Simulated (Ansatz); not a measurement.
**SiC: a line through a two-coordinate scan**

One line of a two-coordinate grid on SiC (F-43m, No. 216; 2 atoms in the cell): amplitude of mode 5 (786 cm⁻¹) is varied, at amplitude of mode 4 (786 cm⁻¹) = −0.048 Å.

The COD entry's cell or inner coordinates are ideal or old and differ from later refinements, so a difference from it is no clean test against experiment.

Method: DFT PBEsol, scalar-relativistic, plane waves, PAW, in Ansatz 0.2.0.

1 further run of the same task is left out (set aside as unsound or not needed).

**1. The structure to begin with**

Symmetry: F-43m, No. 216, cubic system. Conventional cell: a = 4.357 Å, b = 4.357 Å, c = 4.357 Å, α = 90.00°, β = 90.00°, γ = 90.00°. Si (site symmetry -43m) has 4 C at 1.89 Å as nearest neighbours. C (site symmetry -43m) has 4 Si at 1.89 Å as nearest neighbours.

As a file:

```cif
data_structure
_symmetry_space_group_name_H-M 'P 1'
_symmetry_Int_Tables_number 1
_cell_length_a 3.0807
_cell_length_b 3.0807
_cell_length_c 3.0807
_cell_angle_alpha 60.000
_cell_angle_beta 60.000
_cell_angle_gamma 60.000
_cell_volume 20.67
loop_
_atom_site_label
_atom_site_type_symbol
_atom_site_fract_x
_atom_site_fract_y
_atom_site_fract_z
_atom_site_occupancy
Si1 Si 0.00000 0.00000 0.00000 1
C1 C 0.75000 0.75000 0.75000 1
```

This cell was relaxed beforehand with the same method: volume 10.34 Å³/atom, gap on the mesh 1.24 eV.

**2. Plan of the line**

The energy is mapped over two normal modes frozen in (zone-centre modes of the cell shown).

The axes are (1) amplitude of mode 4 (786 cm⁻¹), largest displacement: 11 values from −0.060 Å; (2) amplitude of mode 5 (786 cm⁻¹), largest displacement: 11 values from −0.060 Å.

Nothing else is relaxed (the cell and all other modes fixed). Energies count from the relaxed high-symmetry cell. Points are written as (first, second).

The modes come from a phonon run on the reference cell, made beforehand.

Displacement patterns for an amplitude of 1 (Å):

| atom | x1 | y1 | z1 | x2 | y2 | z2 |
| --- | --- | --- | --- | --- | --- | --- |
| Si1 | -0.428 | 0.000 | 0.000 | 0.000 | 0.000 | -0.428 |
| C2 | 1.000 | 0.000 | 0.000 | 0.000 | 0.000 | 1.000 |

**3. Grid point (−0.048 Å, −0.048 Å)**

The input, input.yaml:

```yaml
crystal:
  lattice:
    - [0.0, 2.17839457, 2.17839457]
    - [2.17839457, 0.0, 2.17839457]
    - [2.17839457, 2.17839457, 0.0]
  atoms:
    - { symbol: Si, position: [0.0, 0.0094234391, 0.0] }
    - { symbol: C, position: [0.75, 0.7279654243, 0.75] }
basis:
  ecutwfc: 520.0
kpoints:
  mp_grid: { grid: [10, 10, 10] }
hamiltonian:
  xc: pbesol
  pseudopotentials: { kind: paw, azcp: { folder: soft_1 } }
scf:
  occupations: { method: gaussian, width: 0.05 }
output:
  forces: true
  stress: true
  eigenvalues: true
```

Run with:

```
ansatz run input.yaml --threads 1 --pin off --max-ram 2048MiB --backend cpu --events-out ev --progress --plain --runs-dir out
```

The session goes on with these runs: the other points of the line.

**Question.** What will these runs give? Wanted: for each run, amplitude of mode 5; energy; slope; pressure; largest force on an atom.

As calculated:

```
amplitude of mode 5 (786 cm⁻¹), largest displacement (Å)  step  energy (meV)  slope (meV per Å)  pressure (GPa)  band gap on the k-mesh (eV)  largest force on an atom (eV/Å)
                                                  −0.060     –           116              −2350            1.45                        0.727                             2.16
                                                  −0.048     3            90              −1887            1.13                        0.786                             1.90
                                                  −0.036     4            70              −1419            0.88                        0.839                             1.67
                                                  −0.024     5            56               −948            0.70                        0.882                             1.48
                                                  −0.012     6            48               −474            0.60                        0.911                             1.35
                                                   0.000     7            45                  0            0.56                        0.922                             1.30
                                                   0.012     –            48                474            0.60                        0.911                             1.35
                                                   0.024     –            56                948            0.70                        0.882                             1.48
                                                   0.036     –            70               1419            0.88                        0.839                             1.67
                                                   0.048     –            90               1887            1.13                        0.786                             1.90
                                                   0.060     –           116               2350            1.45                        0.727                             2.16
```

Energies count from the relaxed high-symmetry cell. Rows without a step come from runs not printed here or follow by symmetry. Slopes come from the forces (and the stress, where the cell changes), not from differences of energies.

Along the line the energy is lowest at 0.000 Å, 45 meV from the zero. Energies and slopes round the minimum, fitted together, put the minimum at 0.0000 Å, with a curvature of about 40000 meV per Å². The highest point computed, at −0.060 Å, lies 71 meV above the lowest. This is one cut through a surface in two coordinates; the map's lowest point lies off it. With the other coordinates free, the energies away from the reference would be the same or lower.

These are semilocal Kohn-Sham gaps, which aren't the measured quantity. Such gaps usually fall short of the measured ones.
